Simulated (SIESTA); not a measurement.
HfN:

```xyz
2
Lattice="0.0000 2.2560 2.2560 2.2560 0.0000 2.2560 2.2560 2.2560 0.0000" Properties=species:S:1:pos:R:3 pbc="T T T"
Hf    0.0000    0.0000    0.0000
N     2.2560    2.2560    2.2560
```

Base run:

* Program: SIESTA 5.4.2
* Functional: PBE
* Potentials or basis: PseudoDojo 0.4 standard (PBE files)
* Basis: DZP (energy shift 0.003 Ry; two zetas on semicore shells)
* Grid cutoff: 800 Ry
* Energy shift: 0.003 Ry
* k mesh: 10 × 10 × 10
* Occupations: fermi-dirac, width 0.05 eV
* Spin: no spin polarisation

Its results: band gap on the k mesh none (metal or under the smearing width); pressure 10.3 GPa.

Problem. The run is repeated on the same cell with these changes: functional from PBE to BLYP. What comes out?

Solution. Band gap on the k mesh none (metal or under the smearing width); pressure 18.6 GPa.

BLYP binds less tightly than PBE, so the same cell stands under more pressure.

Caveats: short orbitals over semicore shells can move pressures by several GPa; spin-orbit coupling is left out, which moves the levels of the heavy elements; the basis of atomic orbitals isn't converged, which shifts pressures, moduli and gaps; the potentials were made for another functional, which shifts forces and pressure (some runs).
